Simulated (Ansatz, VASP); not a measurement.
## Fe in VASP and in Ansatz

```
Fe
1.0
     0.00000    1.75450    1.75450
     1.75450    0.00000    1.75450
     3.50900    3.50900    0.00000
Fe
2
Direct
  0.00000 0.00000 0.00000
  0.00000 0.00000 0.50000
```

Alike in both runs: task single point; functional PBE; k mesh 12 × 12 × 6; occupations fermi-dirac, width 0.1 eV; collinear spin.

```csv
,VASP,Ansatz
version,VASP 6.6.1,Ansatz 0.2.0
potentials or method,"VASP PAW PBE potentials, release 64 (Fe)","PAW, plane waves, scalar-relativistic"
plane-wave cutoff (eV),520,420
valence electrons in the cell,16,32
```

|  | VASP | Ansatz | Ansatz less VASP |
| --- | --- | --- | --- |
| pressure (GPa) | -3.2 | -3.4 | -0.20 |
| net moment per atom (μB) | 1.23 | 1.17 | -0.056 |
| size of the moment on the site where the two differ most (μB) | 1.22 | 1.19 | -0.029 |

Site moments also hang on the region over which each program counts them. The two sets of potentials don't hold the same shells in valence.

Caveats: the moment fell far below its start of 4 μB, so a state of higher moment may lie lower in energy (VASP).
